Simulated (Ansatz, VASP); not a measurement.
**Ir in VASP and in Ansatz**

```
Ir
1.0
     0.00000    1.90547    1.90547
     1.90547    0.00000    1.90547
     1.90547    1.90547    0.00000
Ir
1
Direct
  0.00000 0.00000 0.00000
```

Alike in both runs: functional LDA; k mesh 22 × 22 × 22; occupations methfessel-paxton of order 1, width 0.1 eV; no spin polarisation.

Ansatz relaxed the structure, and its values are those at the end. VASP's run is a single point on that final structure, the one shown.

|  | VASP | Ansatz |
| --- | --- | --- |
| version | VASP 6.6.1 | Ansatz 0.2.0 |
| potentials or method | VASP PAW LDA potentials, release 64 (Ir) | scalar-relativistic, plane waves, PAW |
| plane-wave cutoff (eV) | 520 | 420 |
| valence electrons in the cell | 9 | 17 |

```csv
,VASP,Ansatz,Ansatz less VASP
gap on the k mesh at the Fermi level (eV),none,none,-
pressure (GPa),2.5,0.0,-2.45
```

A gap of «none» marks a metal or a gap that the smearing closes. The two sets of potentials don't hold the same shells in valence.

Spin-orbit coupling is left out, which matters for the levels of Ir.
